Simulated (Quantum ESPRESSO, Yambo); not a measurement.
# CdS (Hawleyite): G0W0 on several meshes in Yambo, part 2 of 2

Wanted: mesh dependence and cost of G0W0 for CdS (Hawleyite).

Quantum ESPRESSO 7.5 and Yambo 5.3.0; PBE and many-body steps on it, plane waves. Known limits of the many-body steps: not at the basis limit; no spin-orbit coupling; coarse k mesh.

So far. Step 4 (4×4×4): The gap on the mesh goes from 1.14 eV to 2.20 eV, a correction of +1.05 eV. Step 5 (Empty states on the mesh, 2×2×2 mesh, 251 bands): On this mesh the gap is 1.145 eV.

## (6) Conversion and set-up

This step: Yambo 5.3.0; conversion and set-up on PBE, plane waves, norm-conserving pseudopotentials.

Started as:

```sh
> (cd o/x.save; p2y > p2y.log; mv SAVE ../..); yambo > setup.log
```

Output:

```text
 Yambo, version 5.3.0

 [02] CORE Variables Setup
 =========================

  [02.01] Unit cells
  ==================

  Cell kind             :  FCC
  Atoms in the cell     :  Cd  S
  number of Cd atoms    :  1
  number of S  atoms    :  1

  List of atomic masses
  Mass of Cd    :  112.4100
  Mass of S     :  32.06000

  List of atomic coordinates    : [cc]
  Cd1       :  0.000000  0.000000  0.000000  order 1
  S1       :  2.755693  2.755693  2.755693  order 2

  Alat factors          :  5.511386  5.511386  5.511386 [a.u.]
  Direct lattice volume :  334.8209 [a.u.]
[...]
0.000000  0.000000  0.000000  0.000000  0.000000  0.000000  0.000000  0.000000

 [03] Transferred momenta grid and indexing
 ==========================================

 IBZ Q-points                                      :  3
 BZ  Q-points                                      :   8

 K/Q-points units:
 rlu = crystal or reduced units; cc = cartesian coordinates; iku = interal k-units

 Q [1]          [rlu]:  0.000000  0.000000  0.000000
 Q [2]          [rlu]:  0.81362E-17  0.81362E-17 -0.50000
 Q [3]          [rlu]:  0.12428E-16 -0.50000     -0.50000

  [03.01] X indexes
  =================

   [03.01.01] Sigma indexes
   ========================

 [06] Game Over & Game summary
```

The job ended after 2.1 s (1 MPI rank of Arm Neoverse V2, shared host; peak memory 0.25 GiB).

## (7) 2×2×2

This step: G0W0 on PBE, plane waves, norm-conserving pseudopotentials.

File gw11.in:

```
HF_and_locXC
gw0
dyson
ppa
em1d
rim_cut
RandQpts= 1000000
RandGvec= 1 RL
EXXRLvcs= 94 Ry
VXCRLvcs= 376 Ry
Chimod= "HARTREE"
% BndsRnXp
 1 | 251 |
%
NGsBlkXp= 17 Ry
% LongDrXp
 1 | 1 | 1 |
%
% GbndRnge
 1 | 251 |
%
DysSolver= "n"
ExtendOut
PPAPntXp= 27.21138 eV
% QPkrange
 1 | 1 | 12 | 15 |
%
```

Started as:

```sh
> OMP_NUM_THREADS=1 mpirun -n 8 yambo -F gw11.in -J gw11 -C gw11 > gw11.log
```

Output:

```text
 Yambo, version 5.3.0

 [02] CORE Variables Setup
 =========================

  [... cell, symmetries and grids as in the set-up ...]

  [02.05] Energies & Occupations
  ==============================

  [X] === General ===
  [X] Electronic Temperature                        :  0.000000  0.000000 [eV K]
  [X] Bosonic    Temperature                        :  0.000000  0.000000 [eV K]
  [X] Finite Temperature mode                       : no
  [X] El. density                                   :  0.52403E+24 [cm-3]
  [X] Fermi Level                                   :  6.982054 [eV]

  [X] === Gaps and Widths ===
  [X] Conduction Band Min                           :  1.144727 [eV]
  [X] Valence Band Max                              :  0.000000 [eV]
  [X] Filled Bands                                  :  13
  [X] Empty Bands                                   :   14  251
  [X] Direct Gap                                    :  1.144727 [eV]
  [X] Direct Gap localized at k                     :  1
  [X] Indirect Gap                                  :  1.144727 [eV]
  [X] Indirect Gap between kpts                     :  1  1
  [X] Last valence band width                       :  1.875029 [eV]
  [X] 1st conduction band width                     :  2.413742 [eV]

 [03] Transferred momenta grid and indexing
 ==========================================

 IBZ Q-points                                      :  3
 BZ  Q-points                                      :   8

 K/Q-points units:
 rlu = crystal or reduced units; cc = cartesian coordinates; iku = interal k-units

 Q [1]          [rlu]:  0.000000  0.000000  0.000000
 Q [2]          [rlu]:  0.81362E-17  0.81362E-17 -0.50000
 Q [3]          [rlu]:  0.12428E-16 -0.50000     -0.50000

 [04] Coloumb potential Random Integration (RIM)
[...]
================================================

 [VXC] Plane waves :   41151
 [EXS] Plane waves :   5161

 QP @ state[ 1 ] K range:  1  1
 QP @ state[ 1 ] b range:  12  15

 [xc] Functional : Perdew, Burke & Ernzerhof(X)+Perdew, Burke & Ernzerhof(C)
 [xc] LIBXC used to calculate xc functional
  PP Number of Atomic Species                      :  2
  NLCC RL compoments                               :   41151
  PP Number of Atomic Species                      :  2
  NLCC RL compoments                               :   41151

 [xc] E_xc :  -17.63215 [Ha]
      E_xc :  -35.26431 [Ry]

  Local XC kind (lXC) : Perdew, Burke & Ernzerhof(X)+Perdew, Burke & Ernzerhof(C)
  Non-Local XC kind (nlXC) : Hartree-Fock

  Corrections @ K [1] :  [eV]
 <12|nlXC|12> = -18.72229  0.13710E-16 <12|lXC|12> = -15.48651  0.13027E-20
 <13|nlXC|13> = -18.72229 -0.25559E-18 <13|lXC|13> = -15.48651  0.11797E-15
 <14|nlXC|14> = -5.819816  0.16159E-17 <14|lXC|14> = -10.50748  0.13993E-19
 <15|nlXC|15> = -5.499934  0.55422E-18 <15|lXC|15> = -10.56913  0.18886E-15

 [08] Dyson equation: Newton solver
 ==================================

  [08.01] G0W0 (W PPA)
  ====================

  [  GW  ] Bands range     :    1  251
  [GW/PPA] G damping       :  0.100000 [eV]

  QP @ state[ 1 ] K range:  1  1
  QP @ state[ 1 ] b range:  12  15

   Sc/G bands                                       :    1  251
   Sc/G damping                                     :  0.100000 ev
   Sc bands terminator                              : no
   Sx RL components                                 :   5161

   QP @ state[ 1 ] K range                          :  1  1
   QP @ state[ 1 ] b range                          :  12  15
   GF energies kind                                 : Perdew, Burke & Ernzerhof(X)+Perdew, Burke & Ernzerhof(C)
   GF WF`s kind                                     : Perdew, Burke & Ernzerhof(X)+Perdew, Burke & Ernzerhof(C)
   Xs energies kind                                 : Perdew, Burke & Ernzerhof(X)+Perdew, Burke & Ernzerhof(C)
   Xs WF`s kind                                     : Perdew, Burke & Ernzerhof(X)+Perdew, Burke & Ernzerhof(C)

 [11] Game Over & Game summary
```

The job ended after 16 s (8 MPI ranks; peak memory 3 GiB).

Numbers from this step:

* G0W0 gap on the points computed: 2.000 eV
* starting gap on the mesh: 1.145 eV
* k of the valence top: 0, 0, 0
* k of the conduction bottom: 0, 0, 0
* least direct G0W0 gap on the computed points: 2.000 eV
* Z at the valence top: 0.7819
* Z at the conduction bottom: 0.8089

Against G0W0 in Yambo (4×4×4 mesh, 251 bands, screening to 231.3 eV, Godby-Needs plasmon pole), the gap moves by −0.195 eV.

## (8) The runs together

Times are wall times on 8 MPI ranks of Arm Neoverse V2, shared host, good to a factor of about two.

```
  run   mesh  bands  screening cutoff (eV)  DFT gap (eV)  gap on the mesh (eV)  direct (eV)     time
4×4×4  4×4×4    251                  231.3         1.145                 2.195        2.195  2.8 min
2×2×2  2×2×2    251                  231.3         1.145                 2.000        2.000     16 s
```

## (9) What came out

- 4×4×4: 2.195 eV
- 2×2×2: 2.000 eV
- known limits: not at the basis limit; no spin-orbit coupling; coarse k mesh

In words: 2×2×2: −0.195 eV against 4×4×4. Bands and cutoff are finite, so the gap is not at the basis limit. The miss can reach some tenths of an eV and take either sign; the mesh is an error of its own. In the G0W0 runs levels were corrected at 1 k point alone, so a gap called «on the mesh» is the least over those, and an edge elsewhere would be missed. The 4×4×4 mesh is coarse for this cell, which bears on the long-range parts of exchange and screening. Mesh or cutoff lie under what a gap needs, so these runs test behaviour and cost; their gaps are not to be quoted. The many-body steps are scalar-relativistic: spin-orbit coupling is not in them.

[Paths, hosts, dates, memory and timing lines, banners, echoed tables and standing remarks are left out of the program output.]

[Logs are printed without paths, hosts, clocks, repeated set-up lines and the standing remarks that a program may print on its own settings, such as how far it seeks lower states.]

[Runs of the session that timed out or met a known fault of the program may be left out.]

[Hosts, paths, dates, database ids (printed as entryN), source tags and the programs' standing remarks are cut or masked in the printed files.]
